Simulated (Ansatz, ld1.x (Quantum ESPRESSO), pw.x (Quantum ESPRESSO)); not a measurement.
W (Z = 74): one change to the PAW potential, in the atom and in the sc crystal

- Element: tungsten
- Generator: ld1.x (Quantum ESPRESSO) 7.5
- Type: PAW
- Functional: PBE
- Relativity: scalar-relativistic
- Frozen core: [Kr] 4d10 4f14 5s2
- Valence charge: 12
- Reference configuration: 5p6 5d4 6s2 6p0
- Partial waves: 6s (bound): rcut 2.15, rcutus 2.45 bohr; 6s channel at 3 Ry: rcut 2.15, rcutus 2.45 bohr; 5p (bound): rcut 1.75, rcutus 2.35 bohr; 6p (bound, empty): rcut 1.75, rcutus 2.35 bohr; 5d (bound): rcut 2.55, rcutus 2.85 bohr; 5d channel at 0.5 Ry: rcut 2.55, rcutus 2.85 bohr
- Local potential: all-electron potential smoothed inside 2.35 bohr (lloc = -1)
- Core correction: none
- Augmentation charge: BESSEL, radius 1.60 bohr

Change: all radii scaled by about 1.04 (s 2.54, p 2.44, d 2.96 bohr, rcut 2.22/1.82/2.64); local potential all-electron potential smoothed inside 2.44 bohr (lloc = -1); augmentation BESSEL, radius 1.66 bohr.

Cutoffs, loose and tight: the cutoffs (Ry, on a coarse ladder) from which the occupation-weighted sum of valence levels, in a spherical-Bessel basis at the reference potential, stays within 10 and 1 mRy of its value at 400 Ry. They do not see the model core or the augmentation charge, which bear on the density cutoff. Test errors are all-electron minus pseudo excitation energies from the reference, over the configurations 5p6 5d4 6s1 6p0; 5p6 5d4 6s0 6p0; 5p6 5d3 6s0 6p0; 5p6 5d4.5 6s1.5 6p0; 5p6 5d4 6s0 6p1; 5p6 5d5 6s1 6p0; 5p6 5d5 6s0 6p0; variants that change the core or the reference have their own tests.

Crystal test: sc W in pw.x 7.5, no spin, 12³ k-points, Fermi–Dirac smearing 0.01 Ry, cutoffs set for each file from its atomic test. The reference is all-electron LAPW (Ansatz 0.2.0) with the same functional, mesh and smearing; V0 and B0 come from Birch–Murnaghan fits to the pressures at five volumes. Errors are pseudo minus all-electron; Δ is the rms difference of the E(V) curves that follow from these fits, minima aligned, over ±6 % about the mean V0. Mesh and smearing are coarse, so the numbers serve the comparison and aren't converged zero-temperature values; the lattice is a test structure that the element need not adopt.

All-electron: a0 = 2.638 Å (V0 = 18.36 Å³/atom), B0 = 216.4 GPa.

**Question.** Does the change bring the crystal closer to the all-electron result?

**Answer.** The mean pressure error goes from -3.79 to -2.04 GPa, so the change moves the solid closer to the all-electron pressures. The B0 error goes the other way, from +1.6 to +9.0 %.

```tsv
quantity	base	changed
outcome (atom)	generated	generated
cutoff, loose (atom)	15 Ry	15 Ry
cutoff, tight (atom)	25 Ry	25 Ry
bound ghosts (atom)	none	none
largest test error (meV) (atom)	-2.9 over the solved tests; 1 of 7 tests not solved or not reliable	-3.5 over the solved tests; 2 of 7 tests not solved or not reliable
cutoffs in pw.x (Ry)	40/320	40/320
a0 (Å)	2.622	2.630
a0 error (%)	-0.62	-0.29
B0 error (%)	+1.6	+9.0
Δ (meV/atom)	16.1	7.7
mean pressure error (GPa)	-3.79	-2.04
```

Base: The largest radius (2.85 bohr) exceeds half the bond length (2.50 bohr), so the spheres overlap, which is one possible source of error among others. This is a poor potential for the solid. Atomic configuration tests: 1 of 7 tests not solved or not reliable. Changed file: The largest radius (2.96 bohr) exceeds half the bond length (2.50 bohr), so the spheres overlap, which is one possible source of error among others. Atomic configuration tests: 2 of 7 tests not solved or not reliable. The atomic cutoffs weigh occupied waves only.
